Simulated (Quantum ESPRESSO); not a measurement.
## BN: equation of state with LDA

Crystal: BN.

```xyz
4
Lattice="2.5539 0.0000 0.0000 -1.2770 2.2118 0.0000 0.0000 0.0000 4.2269" Properties=species:S:1:pos:R:3 pbc="T T T"
N     0.0000    1.4745    0.5295
N     1.2770    0.7373    2.6430
B     0.0000    1.4745    2.1123
B     1.2770    0.7373    4.2257
```

Measurements of this composition are mostly on another form, of space group No. 194.

- Program: Quantum ESPRESSO 7.5
- Task: equation of state
- Functional: LDA
- Potentials or basis: GBRV 1.5 LDA
- Cutoff: 612 eV
- Density cutoff: 4898 eV
- k mesh: 12 × 12 × 6
- Occupations: fermi-dirac, width 0.05 eV
- Spin: no spin polarisation

* Equilibrium volume: 5.78 Å³/atom
* Bulk modulus at fixed shape and positions: 400 GPa
* Pressure derivative of the bulk modulus: 3.6

Energy against volume, from the lowest point:
```
volume (Å³/atom)  energy (meV/atom)
           5.611               5.75
           5.730               0.00
           5.850               0.66
           5.969               7.13
           6.088              18.88
           6.208              35.44
           6.327              56.38
```

All runs of the series together: 35 s on 2 threads of Intel(R) Xeon(R) 6975P-C (Granite Rapids), on a shared host.

Caveat: the cell was scaled at fixed shape and fractional positions, which overstates the stiffness of a crystal with free parameters, most of all of layers and chains.
